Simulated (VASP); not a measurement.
# ZnAu (Pm-3m) in VASP: single point with r2SCAN

Aim: the single point of ZnAu with r2SCAN.

Program: VASP 6.6.1. These are calculated values, not measurements. Logs are shortened: lines on timing, memory, paths and dates and some standing lists are left out, and cuts for length are marked.

## (1) The structure

Symmetry: Pm-3m, No. 221, cubic system. Conventional cell: a = 3.147 Å, b = 3.147 Å, c = 3.147 Å, α = 90.00°, β = 90.00°, γ = 90.00°. Zn (site symmetry m-3m) has 8 Au at 2.73 Å as nearest neighbours. Au (site symmetry m-3m) has 8 Zn at 2.73 Å as nearest neighbours.

## (2) Single point, r2SCAN

POSCAR reads:

```
ZnAu
1.0
    3.1470000000      0.0000000000      0.0000000000
    0.0000000000      3.1470000000      0.0000000000
    0.0000000000      0.0000000000      3.1470000000
Zn Au
1 1
Direct
    0.5000000000      0.5000000000      0.5000000000
    0.0000000000      0.0000000000      0.0000000000
```

INCAR.step1 reads:

```
SYSTEM = ZnAu
  ALGO = Normal
  EDIFF = 1E-4
  ENCUT = 520
  GGA = PE
  ISMEAR = -1
  LASPH = .True.
  LCHARG = .False.
  LREAL = .False.
  LWAVE = .True.
  NBANDS = 18
  NELM = 100
  PREC = Accurate
  SIGMA = 0.05
```

INCAR.step2 reads:

```
SYSTEM = ZnAu
  ALGO = Normal
  EDIFF = 1E-7
  ENCUT = 520
  ISIF = 2
  ISMEAR = -1
  ISTART = 1
  LASPH = .True.
  LCHARG = .False.
  LMIXTAU = .True.
  LREAL = .False.
  LWAVE = .False.
  METAGGA = R2SCAN
  NBANDS = 18
  NELM = 100
  PREC = Accurate
  SIGMA = 0.05
```

KPOINTS reads:

```
k-points
0
Gamma
  12 12 12
  0 0 0
```

Potentials or basis: VASP PAW PBE potentials, release 64 (Zn, Au).

On the command line:

```bash
$ cat potpaw_PBE.64/Zn/POTCAR potpaw_PBE.64/Au/POTCAR > POTCAR
$ cp INCAR.step1 INCAR
$ mpirun -np 1 vasp_std > vasp.out
$ cp INCAR.step2 INCAR
$ mpirun -np 1 vasp_std > vasp.out
```

OUTCAR:

```text
SYSTEM = ZnAu
   EDIFF = 1E-7
   ENCUT = 520
   ISIF = 2
   ISMEAR = -1
   ISTART = 1
   LASPH = .True.
   LREAL = .False.
   METAGGA = R2SCAN
   NELM = 100
   PREC = Accurate

 ion  position               nearest neighbor table
   1  0.500  0.500  0.500-   2 2.73   2 2.73   2 2.73   2 2.73   2 2.73   2 2.73   2 2.73   2 2.73

   2  0.000  0.000  0.000-   1 2.73   1 2.73   1 2.73   1 2.73   1 2.73   1 2.73   1 2.73   1 2.73

  LATTYP: Found a simple cubic cell.
 ALAT       =     3.1470000000

  Lattice vectors:

 A1 = (   3.1470000000,   0.0000000000,   0.0000000000)
 A2 = (   0.0000000000,   3.1470000000,   0.0000000000)
 A3 = (   0.0000000000,   0.0000000000,   3.1470000000)

Analysis of symmetry for initial positions (statically):
=====================================================================
 Subroutine PRICEL returns:
 Original cell was already a primitive cell.

 Routine SETGRP: Setting up the symmetry group for a
 simple cubic supercell.

 Subroutine GETGRP returns: Found 48 space group operations
 (whereof 48 operations were pure point group operations)
 out of a pool of 48 trial point group operations.

The static configuration has the point symmetry O_h .

Analysis of symmetry for dynamics (positions and initial velocities):
=====================================================================
 Subroutine PRICEL returns:
 Original cell was already a primitive cell.

 Routine SETGRP: Setting up the symmetry group for a
 simple cubic supercell.

 Subroutine GETGRP returns: Found 48 space group operations
 (whereof 48 operations were pure point group operations)
 out of a pool of 48 trial point group operations.

The dynamic configuration has the point symmetry O_h .

 Subroutine INISYM returns: Found 48 space group operations
 (whereof 48 operations are pure point group operations),
 and found     1 'primitive' translations

----------------------------------------------------------------------------------------

                                     Primitive cell

  volume of cell :      31.1667

  direct lattice vectors                    reciprocal lattice vectors
     3.147000000  0.000000000  0.000000000     0.317762949  0.000000000  0.000000000
     0.000000000  3.147000000  0.000000000     0.000000000  0.317762949  0.000000000
     0.000000000  0.000000000  3.147000000     0.000000000  0.000000000  0.317762949

  length of vectors
     3.147000000  3.147000000  3.147000000     0.317762949  0.317762949  0.317762949

  position of ions in fractional coordinates (direct lattice)
     0.500000000  0.500000000  0.500000000
     0.000000000  0.000000000  0.000000000

  ion indices of the primitive-cell ions
   primitive index   ion index
                 1           1
                 2           2

----------------------------------------------------------------------------------------

 KPOINTS: k-points

Automatic generation of k-mesh.
 Grid dimensions read from file:
 generate k-points for:   12   12   12

 Generating k-lattice:

  Cartesian coordinates                     Fractional coordinates (reciprocal lattice)
     0.026480246  0.000000000  0.000000000     0.083333333  0.000000000  0.000000000
     0.000000000  0.026480246  0.000000000     0.000000000  0.083333333  0.000000000
     0.000000000  0.000000000  0.026480246     0.000000000  0.000000000  0.083333333

  Length of vectors
     0.026480246  0.026480246  0.026480246

  Shift w.r.t. Gamma in fractional coordinates (k-lattice)
     0.000000000  0.000000000  0.000000000

 Subroutine IBZKPT returns following result:
 ===========================================

 Found     84 irreducible k-points:

 Following reciprocal coordinates:
            Coordinates               Weight
  0.000000  0.000000  0.000000      1.000000
  0.083333  0.000000  0.000000      6.000000
  0.166667  0.000000  0.000000      6.000000
  0.250000  0.000000  0.000000      6.000000
  0.333333  0.000000  0.000000      6.000000
  0.416667  0.000000  0.000000      6.000000
[... 16 lines left out ...]
  0.333333  0.333333  0.000000     12.000000
  0.416667  0.333333  0.000000     24.000000
 [... further k-points ...]
   k-points           NKPTS =     84   k-points in BZ     NKDIM =     84   number of bands    NBANDS=     18
   number of dos      NEDOS =    301   number of ions     NIONS =      2
   total plane-waves  NPLWV =  13824
   dimension x,y,z NGX =    24 NGY =   24 NGZ =   24
   dimension x,y,z NGXF=    48 NGYF=   48 NGZF=   48
   ions per type =               1   1
   NGX,Y,Z   is equivalent  to a cutoff of  12.68, 12.68, 12.68 a.u.
   NGXF,Y,Z  is equivalent  to a cutoff of  25.36, 25.36, 25.36 a.u.
 SYSTEM =  ZnAu
   PREC   = accura    normal or accurate (medium, high low for compatibility)
   ISTART =      1    job   : 0-new  1-cont  2-samecut
   ICHARG =      0    charge: 1-file 2-atom 10-const
   ISPIN  =      1    spin polarized calculation?
   LNONCOLLINEAR =      F non collinear calculations
   LSORBIT =      F    spin-orbit coupling
   LASPH  =      T    aspherical Exc in radial PAW
   ENCUT  =  520.0 eV  38.22 Ry    6.18 a.u.   5.85  5.85  5.85*2*pi/ulx,y,z
   NELM   =    100;   NELMIN=  2; NELMDL=  0     # of ELM steps
   EDIFF  = 0.1E-06   stopping-criterion for ELM
   LREAL  =      F    real-space projection
   EDIFFG = 0.1E-05   stopping-criterion for IOM
   NSW    =      0    number of steps for IOM
   IBRION =     -1    ionic relax: 0-MD 1-quasi-New 2-CG
   NFREE  =      0    steps in history (QN), initial steepest desc. (CG)
   ISIF   =      2    stress and relaxation
   ISYM   =      2    0-nonsym 1-usesym 2-fastsym
   POTIM  = 0.5000    time-step for ionic-motion
   TEBEG  =    0.0;   TEEND  =   0.0 temperature during run
   PSTRESS=    0.0 pullay stress
   NELECT =      23.0000    total number of electrons
   NUPDOWN=      -1.0000    fix difference up-down
   EMIN   =  10.00;   EMAX   =-10.00  energy-range for DOS
   EFERMI =   0.00;   METHOD = LEGACY
   ISMEAR =    -1;   SIGMA  =   0.05  broadening in eV -4-tet -1-fermi 0-gaus
   EFERMI_NEDOS =   21; number of points for ismear=-14 and -15
   IALGO  =     38    algorithm
   IMIX   =      4    mixing-type and parameters
     AMIX     =   0.40;   BMIX     =  1.00
     AMIX_MAG =   1.60;   BMIX_MAG =  1.00
  volume/ion in A,a.u.               =      15.58       105.16
  Fermi-wavevector in a.u.,A,eV,Ry     =   1.479406  2.795672 29.778283  2.188642
  Thomas-Fermi vector in A             =   2.593568
   LORBIT       =      0    0 simple, 1 ext, 2 COOP (PROOUT), +10 PAW based schemes
   METAGGA = R2SCAN    functional components
   LHFCALC =     F    Hartree Fock is set to
   AEXX    =    0.0000 exact exchange contribution
   IVDW    =     0    specifies the selected vdW correction
   LEPSILON=     F    determine dielectric tensor
   LRPA    =     F    only Hartree local field effects (RPA)
 non-spin polarized calculation
  energy-cutoff  :      520.00
  volume of cell :       31.17
 maximum number of plane-waves:       860
 NGX is ok and might be reduce to    24
   NGX = 11   NGY = 11   NGZ = 11

 number of electron      23.0000000 magnetization

 Free energy of the ion-electron system (eV)
  ---------------------------------------------------
  ext. energy  EPLUGINS =         0.00000000
  ---------------------------------------------------
  free energy    TOTEN  =       -59.94036476 eV

  energy without entropy =      -59.93708578  energy(sigma->0) =      -59.93872527

 E-fermi :   7.0544     XC(G=0): -13.4264

 val. band max:        6.9098712486   @ k =   0.4167   0.4167   0.1667
 cond. band min:       7.0773115568   @ k =   0.5000   0.4167   0.2500
 fundamental gap:      0.1674403082
 Fermi energy:         7.0544478303

 k-point     1 :       0.0000    0.0000    0.0000
  band No.  band energies     occupation
      1      -4.0396      2.00000
      2      -1.5235      2.00000
      3      -1.5235      2.00000
      4      -0.8137      2.00000
      5      -0.8137      2.00000
      6      -0.8137      2.00000
[... 10 lines left out ...]
     17      19.5127      0.00000
     18      26.1569      0.00000

 k-point     2 :       0.0833    0.0000    0.0000
  band No.  band energies     occupation
      1      -3.9108      2.00000
      2      -1.4956      2.00000
      3      -1.4857      2.00000
      4      -0.8151      2.00000
      5      -0.8151      2.00000
      6      -0.8032      2.00000
[... 10 lines left out ...]
     17      20.1373      0.00000
     18      26.0108      0.00000

 k-point     3 :       0.1667    0.0000    0.0000
  band No.  band energies     occupation
      1      -3.5325      2.00000
      2      -1.4167      2.00000
      3      -1.3835      2.00000
      4      -0.8183      2.00000
      5      -0.8183      2.00000
      6      -0.7743      2.00000
[... 10 lines left out ...]
     17      22.0378      0.00000
     18      25.6202      0.00000

 k-point     4 :       0.2500    0.0000    0.0000
  band No.  band energies     occupation
      1      -2.9323      2.00000
      2      -1.3015      2.00000
      3      -1.2463      2.00000
      4      -0.8206      2.00000
      5      -0.8206      2.00000
      6      -0.7340      2.00000
[... 375 lines left out ...]
      4      -0.9333      2.00000
      5      -0.7597      2.00000
      6       0.4192      2.00000
[... 10 lines left out ...]
     17      20.2792      0.00000
     18      21.7474      0.00000

 k-point    23 :       0.3333    0.3333    0.0000
  band No.  band energies     occupation
      1      -1.6756      2.00000
      2      -1.3420      2.00000
      3      -1.0637      2.00000
      4      -0.9080      2.00000
      5      -0.7282      2.00000
      6       0.0014      2.00000
[... 10 lines left out ...]
     17      21.6696      0.00000
     18      22.0750      0.00000

 k-point    24 :       0.4167    0.3333    0.0000
  band No.  band energies     occupation
      1      -1.6273      2.00000
      2      -1.4333      2.00000
      3      -1.0848      2.00000
      4      -0.9968      2.00000
      5      -0.6425      2.00000
      6       0.2288      2.00000
[... 10 lines left out ...]
     17      21.2037      0.00000
     18      21.6688      0.00000

 [... further k-points ...]

------------------------ aborting loop because EDIFF is reached ----------------------------------------

  FORCE on cell =-STRESS in cart. coord.  units (eV):
  Direction    XX          YY          ZZ          XY          YZ          ZX
  --------------------------------------------------------------------------------------
  -------------------------------------------------------------------------------------
  Total        0.1051815      0.1051815      0.1051815      0.0000000      0.0000000     -0.0000000
  in kB        5.4070402      5.4070402      5.4070402      0.0000000      0.0000000     -0.0000000
  external PRESSURE =       5.4070402 kB  Pullay stress =       0.0000000 kB

 VOLUME and BASIS-vectors are now :
 -----------------------------------------------------------------------------
  energy-cutoff  :      520.00
  volume of cell :       31.17
      direct lattice vectors                 reciprocal lattice vectors
     3.147000000  0.000000000  0.000000000     0.317762949  0.000000000  0.000000000
     0.000000000  3.147000000  0.000000000     0.000000000  0.317762949  0.000000000
     0.000000000  0.000000000  3.147000000     0.000000000  0.000000000  0.317762949

 POSITION                                       TOTAL-FORCE (eV/Angst)
 -----------------------------------------------------------------------------------
      1.57350      1.57350      1.57350         0.000000      0.000000      0.000000
      0.00000      0.00000      0.00000         0.000000      0.000000      0.000000
 -----------------------------------------------------------------------------------
    total drift:                                0.000000      0.000000     -0.000000

  FREE ENERGIE OF THE ION-ELECTRON SYSTEM (eV)
  ---------------------------------------------------
  free  energy   TOTEN  =       -59.9403647629 eV

  energy  without entropy=      -59.9370857813  energy(sigma->0) =      -59.93872527
```

Run time: 74 s. Hardware: 1 thread of Intel Xeon Platinum 8488C (Sapphire Rapids), shared host; peak memory 0.18 GiB.

What came out:

```
Free energy            : -59.9404 eV
Pressure               : 0.5 GPa
Band gap on the k mesh : none (metal or under the smearing width)
```

Levels at points of the mesh, in eV from the Fermi level:
| k point | band 8 | band 9 | band 10 | band 11 | band 12 | band 13 | band 14 | band 15 |
| --- | --- | --- | --- | --- | --- | --- | --- | --- |
| (0.00, 0.00, 0.00) | -5.82 | -4.07 | -4.07 | -4.07 | 5.21 | 5.21 | 5.21 | 9.39 |
| (0.50, 0.00, 0.00) | -5.68 | -5.28 | -5.28 | -4.23 | -2.63 | 10.73 | 11.47 | 11.47 |
| (0.50, 0.50, 0.00) | -4.44 | -4.44 | -3.47 | -2.11 | -2.11 | 0.74 | 2.68 | 10.99 |
| (0.50, 0.50, 0.50) | -6.85 | -3.42 | -3.42 | 1.72 | 3.68 | 3.79 | 3.79 | 3.79 |

Caveat: the PAW data sets were made with another functional, which shifts forces and pressure a little.
